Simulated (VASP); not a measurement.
# GaAs (F-43m) in VASP: notebook

Aim: see how the results for GaAs move with the level of theory and the settings. Levels: PBEsol, PBE. Tasks: single point, equation of state.

Everything below comes from runs of VASP 6.6.1. Logs are shortened: lines on timing, memory, paths and dates and some standing lists are left out, and cuts for length are marked.

**Experimental background.**

“Evidence of valence band perturbations in GaAsN/GaAs(001): A combined variable-angle spectroscopic ellipsometry and modulated photoreflectance investigation”, 2008, arxiv:0805.2212 reports, for a bulk crystal of GaAs at 300 K: band gap 1.418 ± 0.005 eV (direct).

How close the calculation comes is told below.

**1. The crystal as given**

Symmetry: F-43m, No. 216, cubic system. Conventional cell: a = 5.654 Å, b = 5.654 Å, c = 5.654 Å, α = 90.00°, β = 90.00°, γ = 90.00°. As (site symmetry -43m) is surrounded by 4 Ga at 2.45 Å. Around Ga (site symmetry -43m) lie 4 As at 2.45 Å.

**2. Single point, PBEsol**

INCAR reads:

```
PREC = Accurate ; ENCUT = 520
EDIFF = 1E-7 ; ISMEAR = -1
SIGMA = 0.05 ; LREAL = False
LASPH = True ; NELM = 60
ALGO = Normal ; ISIF = 2
LWAVE = False ; LCHARG = True
GGA = PS ; LELF = True
LVHAR = True ; NBANDS = 16
```

KPOINTS reads:

```
regular mesh
0
Gamma
  8 8 8
```

POSCAR reads:

```
GaAs
1.0
    0.0000000000      2.8268500000      2.8268500000
    2.8268500000      0.0000000000      2.8268500000
    2.8268500000      2.8268500000      0.0000000000
As Ga
1 1
Direct
    0.7500000000      0.7500000000      0.7500000000
    0.0000000000      0.0000000000      0.0000000000
```

Potentials or basis: VASP PAW PBE potentials, release 64 (As, Ga_d).

Command:

```bash
$ cat potpaw_PBE.64/As/POTCAR potpaw_PBE.64/Ga_d/POTCAR > POTCAR
$ mpirun -np 1 vasp_std > vasp.out
```

OUTCAR:

```text
PREC = Accurate
   ENCUT = 520
   EDIFF = 1E-7
   ISMEAR = -1
   LREAL = False
   LASPH = True
   NELM = 60
   ISIF = 2
   GGA = PS

 ion  position               nearest neighbor table
   1  0.750  0.750  0.750-   2 2.45   2 2.45   2 2.45   2 2.45
   2  0.000  0.000  0.000-   1 2.45   1 2.45   1 2.45   1 2.45

  LATTYP: Found a face centered cubic cell.
 ALAT       =     5.6537000000

  Lattice vectors:

 A1 = (   0.0000000000,   2.8268500000,   2.8268500000)
 A2 = (   2.8268500000,   0.0000000000,   2.8268500000)
 A3 = (   2.8268500000,   2.8268500000,   0.0000000000)

Analysis of symmetry for initial positions (statically):
=====================================================================
 Subroutine PRICEL returns:
 Original cell was already a primitive cell.

 Routine SETGRP: Setting up the symmetry group for a
 face centered cubic supercell.

 Subroutine GETGRP returns: Found 24 space group operations
 (whereof 24 operations were pure point group operations)
 out of a pool of 48 trial point group operations.

The static configuration has the point symmetry T_d .

Analysis of symmetry for dynamics (positions and initial velocities):
=====================================================================
 Subroutine PRICEL returns:
 Original cell was already a primitive cell.

 Routine SETGRP: Setting up the symmetry group for a
 face centered cubic supercell.

 Subroutine GETGRP returns: Found 24 space group operations
 (whereof 24 operations were pure point group operations)
 out of a pool of 48 trial point group operations.

The dynamic configuration has the point symmetry T_d .

 Subroutine INISYM returns: Found 24 space group operations
 (whereof 24 operations are pure point group operations),
 and found     1 'primitive' translations

----------------------------------------------------------------------------------------

                                     Primitive cell

  volume of cell :      45.1792

  direct lattice vectors                    reciprocal lattice vectors
     0.000000000  2.826850000  2.826850000    -0.176875321  0.176875321  0.176875321
     2.826850000  0.000000000  2.826850000     0.176875321 -0.176875321  0.176875321
     2.826850000  2.826850000  0.000000000     0.176875321  0.176875321 -0.176875321

  length of vectors
     3.997769609  3.997769609  3.997769609     0.306357042  0.306357042  0.306357042

  position of ions in fractional coordinates (direct lattice)
     0.750000000  0.750000000  0.750000000
     0.000000000  0.000000000  0.000000000

  ion indices of the primitive-cell ions
   primitive index   ion index
                 1           1
                 2           2

----------------------------------------------------------------------------------------

 KPOINTS: regular mesh

Automatic generation of k-mesh.
 Grid dimensions read from file:
 generate k-points for:    8    8    8

 Generating k-lattice:

  Cartesian coordinates                     Fractional coordinates (reciprocal lattice)
    -0.022109415  0.022109415  0.022109415     0.125000000  0.000000000  0.000000000
     0.022109415 -0.022109415  0.022109415     0.000000000  0.125000000  0.000000000
     0.022109415  0.022109415 -0.022109415     0.000000000  0.000000000  0.125000000

  Length of vectors
     0.038294630  0.038294630  0.038294630

  Shift w.r.t. Gamma in fractional coordinates (k-lattice)
     0.000000000  0.000000000  0.000000000

 Subroutine IBZKPT returns following result:
 ===========================================

 Found     29 irreducible k-points:

 Following reciprocal coordinates:
            Coordinates               Weight
  0.000000  0.000000  0.000000      1.000000
  0.125000  0.000000  0.000000      8.000000
  0.250000  0.000000  0.000000      8.000000
  0.375000  0.000000  0.000000      8.000000
  0.500000  0.000000  0.000000      4.000000
  0.125000  0.125000  0.000000      6.000000
[... 16 lines left out ...]
  0.500000  0.250000  0.125000     48.000000
 -0.375000  0.250000  0.125000     24.000000
 [... further k-points ...]
   k-points           NKPTS =     29   k-points in BZ     NKDIM =     29   number of bands    NBANDS=     16
   number of dos      NEDOS =    301   number of ions     NIONS =      2
   total plane-waves  NPLWV =  27000
   dimension x,y,z NGX =    30 NGY =   30 NGZ =   30
   dimension x,y,z NGXF=    60 NGYF=   60 NGZF=   60
   ions per type =               1   1
   NGX,Y,Z   is equivalent  to a cutoff of  12.48, 12.48, 12.48 a.u.
   NGXF,Y,Z  is equivalent  to a cutoff of  24.95, 24.95, 24.95 a.u.
 SYSTEM =  unknown system
   PREC   = accura    normal or accurate (medium, high low for compatibility)
   ISTART =      0    job   : 0-new  1-cont  2-samecut
   ICHARG =      2    charge: 1-file 2-atom 10-const
   ISPIN  =      1    spin polarized calculation?
   LNONCOLLINEAR =      F non collinear calculations
   LSORBIT =      F    spin-orbit coupling
   LASPH  =      T    aspherical Exc in radial PAW
   ENCUT  =  520.0 eV  38.22 Ry    6.18 a.u.   7.43  7.43  7.43*2*pi/ulx,y,z
   NELM   =     60;   NELMIN=  2; NELMDL= -5     # of ELM steps
   EDIFF  = 0.1E-06   stopping-criterion for ELM
   LREAL  =      F    real-space projection
   EDIFFG = 0.1E-05   stopping-criterion for IOM
   NSW    =      0    number of steps for IOM
   IBRION =     -1    ionic relax: 0-MD 1-quasi-New 2-CG
   NFREE  =      0    steps in history (QN), initial steepest desc. (CG)
   ISIF   =      2    stress and relaxation
   ISYM   =      2    0-nonsym 1-usesym 2-fastsym
   POTIM  = 0.5000    time-step for ionic-motion
   TEBEG  =    0.0;   TEEND  =   0.0 temperature during run
   PSTRESS=    0.0 pullay stress
   NELECT =      18.0000    total number of electrons
   NUPDOWN=      -1.0000    fix difference up-down
   EMIN   =  10.00;   EMAX   =-10.00  energy-range for DOS
   EFERMI =   0.00;   METHOD = LEGACY
   ISMEAR =    -1;   SIGMA  =   0.05  broadening in eV -4-tet -1-fermi 0-gaus
   EFERMI_NEDOS =   21; number of points for ismear=-14 and -15
   IALGO  =     38    algorithm
   IMIX   =      4    mixing-type and parameters
     AMIX     =   0.40;   BMIX     =  1.00
     AMIX_MAG =   1.60;   BMIX_MAG =  1.00
  volume/ion in A,a.u.               =      22.59       152.44
  Fermi-wavevector in a.u.,A,eV,Ry     =   1.204628  2.276417 19.743799  1.451128
  Thomas-Fermi vector in A             =   2.340347
   LORBIT       =      0    0 simple, 1 ext, 2 COOP (PROOUT), +10 PAW based schemes
   GGA     = PS    functional components
   LHFCALC =     F    Hartree Fock is set to
   AEXX    =    0.0000 exact exchange contribution
   IVDW    =     0    specifies the selected vdW correction
   LEPSILON=     F    determine dielectric tensor
   LRPA    =     F    only Hartree local field effects (RPA)
 non-spin polarized calculation
  energy-cutoff  :      520.00
  volume of cell :       45.18
 maximum number of plane-waves:      1243
 NGX is ok and might be reduce to    30
   NGX = 15   NGY = 15   NGZ = 15

 number of electron      17.9999995 magnetization

 Free energy of the ion-electron system (eV)
  ---------------------------------------------------
  ext. energy  EPLUGINS =         0.00000000
  ---------------------------------------------------
  free energy    TOTEN  =        -9.08726748 eV

  energy without entropy =       -9.08722614  energy(sigma->0) =       -9.08724681

 E-fermi :   4.0627     XC(G=0):  -9.7723

 val. band max:        3.8058189562   @ k =   0.0000   0.0000   0.0000
 cond. band min:       4.2611419913   @ k =   0.0000   0.0000   0.0000
 fundamental gap:      0.4553230351
 Fermi energy:         4.0627165299

 k-point     1 :       0.0000    0.0000    0.0000
  band No.  band energies     occupation
      1     -10.9710      2.00000
      2     -10.9710      2.00000
      3     -10.9710      2.00000
      4     -10.8910      2.00000
      5     -10.8910      2.00000
      6      -8.9467      2.00000
[... 8 lines left out ...]
     15      13.9142      0.00000
     16      13.9142      0.00000

 k-point     2 :       0.1250    0.0000    0.0000
  band No.  band energies     occupation
      1     -10.9849      2.00000
      2     -10.9675      2.00000
      3     -10.9675      2.00000
      4     -10.8912      2.00000
      5     -10.8912      2.00000
      6      -8.7630      2.00000
[... 8 lines left out ...]
     15      13.0194      0.00000
     16      13.0194      0.00000

 k-point     3 :       0.2500    0.0000    0.0000
  band No.  band energies     occupation
      1     -11.0152      2.00000
      2     -10.9597      2.00000
      3     -10.9597      2.00000
      4     -10.8907      2.00000
      5     -10.8907      2.00000
      6      -8.2500      2.00000
[... 8 lines left out ...]
     15      12.7719      0.00000
     16      12.7719      0.00000

 k-point     4 :       0.3750    0.0000    0.0000
  band No.  band energies     occupation
      1     -11.0421      2.00000
      2     -10.9535      2.00000
      3     -10.9535      2.00000
      4     -10.8886      2.00000
      5     -10.8886      2.00000
      6      -7.5617      2.00000
[... 8 lines left out ...]
     15      13.9429      0.00000
     16      13.9429      0.00000

 k-point     5 :       0.5000    0.0000    0.0000
  band No.  band energies     occupation
      1     -11.0526      2.00000
      2     -10.9515      2.00000
      3     -10.9515      2.00000
      4     -10.8872      2.00000
      5     -10.8872      2.00000
      6      -7.1680      2.00000
[... 8 lines left out ...]
     15      15.6194      0.00000
     16      15.6194      0.00000

 k-point     6 :       0.1250    0.1250    0.0000
  band No.  band energies     occupation
      1     -10.9927      2.00000
      2     -10.9641      2.00000
      3     -10.9641      2.00000
      4     -10.8940      2.00000
      5     -10.8891      2.00000
      6      -8.7019      2.00000
[... 8 lines left out ...]
     15      12.5320      0.00000
     16      14.1665      0.00000

 k-point     7 :       0.2500    0.1250    0.0000
  band No.  band energies     occupation
      1     -11.0167      2.00000
      2     -10.9575      2.00000
      3     -10.9560      2.00000
      4     -10.8965      2.00000
      5     -10.8875      2.00000
      6      -8.2972      2.00000
[... 8 lines left out ...]
     15      13.7485      0.00000
     16      13.9612      0.00000

 k-point     8 :       0.3750    0.1250    0.0000
  band No.  band energies     occupation
      1     -11.0412      2.00000
      2     -10.9521      2.00000
      3     -10.9491      2.00000
      4     -10.8956      2.00000
      5     -10.8860      2.00000
      6      -7.6504      2.00000
[... 8 lines left out ...]
     15      13.8806      0.00000
     16      14.7621      0.00000

 k-point     9 :       0.5000    0.1250    0.0000
  band No.  band energies     occupation
      1     -11.0546      2.00000
      2     -10.9495      2.00000
      3     -10.9466      2.00000
      4     -10.8918      2.00000
      5     -10.8864      2.00000
      6      -7.0942      2.00000
[... 8 lines left out ...]
     15      15.0394      0.00000
     16      15.6200      0.00000
[... 172 lines left out ...]
 k-point    19 :       0.5000    0.3750    0.0000
  band No.  band energies     occupation
      1     -11.0779      2.00000
      2     -10.9283      2.00000
      3     -10.9252      2.00000
      4     -10.9122      2.00000
      5     -10.8802      2.00000
      6      -6.5843      2.00000
[... 8 lines left out ...]
     15      16.2324      0.00000
     16      16.6220      0.00000

 k-point    20 :      -0.3750    0.3750    0.0000
  band No.  band energies     occupation
      1     -11.0728      2.00000
      2     -10.9354      2.00000
      3     -10.9283      2.00000
      4     -10.9053      2.00000
      5     -10.8844      2.00000
      6      -6.4602      2.00000
[... 8 lines left out ...]
     15      14.2864      0.00000
     16      17.9567      0.00000

 k-point    21 :       0.5000    0.5000    0.0000
  band No.  band energies     occupation
      1     -11.0843      2.00000
      2     -10.9214      2.00000
      3     -10.9214      2.00000
      4     -10.9173      2.00000
      5     -10.8781      2.00000
      6      -6.4243      2.00000
[... 8 lines left out ...]
     15      17.0670      0.00000
     16      17.1021      0.00000

 k-point    22 :       0.3750    0.2500    0.1250
  band No.  band energies     occupation
      1     -11.0378      2.00000
      2     -10.9504      2.00000
      3     -10.9476      2.00000
      4     -10.8992      2.00000
      5     -10.8859      2.00000
      6      -7.8179      2.00000
[... 8 lines left out ...]
     15      14.6422      0.00000
     16      15.1065      0.00000

 k-point    23 :       0.5000    0.2500    0.1250
  band No.  band energies     occupation
      1     -11.0546      2.00000
      2     -10.9468      2.00000
      3     -10.9408      2.00000
      4     -10.8980      2.00000
      5     -10.8862      2.00000
      6      -7.1809      2.00000
[... 8 lines left out ...]
     15      14.5450      0.00000
     16      15.9521      0.00000

 k-point    24 :      -0.3750    0.2500    0.1250
  band No.  band energies     occupation
      1     -11.0608      2.00000
      2     -10.9461      2.00000
      3     -10.9383      2.00000
      4     -10.8955      2.00000
      5     -10.8875      2.00000
      6      -6.8239      2.00000
[... 8 lines left out ...]
     15      15.2935      0.00000
     16      15.8541      0.00000

 [... further k-points ...]
[... 5 lines left out ...]
  --------------------------------------------------------------------------------------
  -------------------------------------------------------------------------------------
  Total        0.0955242      0.0955242      0.0955242     -0.0000000     -0.0000000      0.0000000
  in kB        3.3875496      3.3875496      3.3875496     -0.0000000     -0.0000000      0.0000000
  external PRESSURE =       3.3875496 kB  Pullay stress =       0.0000000 kB

 VOLUME and BASIS-vectors are now :
 -----------------------------------------------------------------------------
  energy-cutoff  :      520.00
  volume of cell :       45.18
      direct lattice vectors                 reciprocal lattice vectors
     0.000000000  2.826850000  2.826850000    -0.176875321  0.176875321  0.176875321
     2.826850000  0.000000000  2.826850000     0.176875321 -0.176875321  0.176875321
     2.826850000  2.826850000  0.000000000     0.176875321  0.176875321 -0.176875321

 POSITION                                       TOTAL-FORCE (eV/Angst)
 -----------------------------------------------------------------------------------
      4.24027      4.24027      4.24027         0.000000      0.000000      0.000000
      0.00000      0.00000      0.00000        -0.000000     -0.000000     -0.000000
 -----------------------------------------------------------------------------------
    total drift:                                0.000000      0.000000     -0.000000

  FREE ENERGIE OF THE ION-ELECTRON SYSTEM (eV)
  ---------------------------------------------------
  free  energy   TOTEN  =        -9.0872674764 eV

  energy  without entropy=       -9.0872261396  energy(sigma->0) =       -9.08724681
```

Wall time 10 s (1 thread of Intel Xeon 6975P-C (Granite Rapids), shared host); peak memory 0.18 GiB.

Results:

```yaml
Free_energy: -9.0873 eV
Pressure: 0.3 GPa
Band_gap_on_the_k_mesh: 0.46 eV, direct
```

Caveat: the PAW data sets were made with another functional, which shifts forces and pressure a little.

(Part 1 of 3 ends here.)
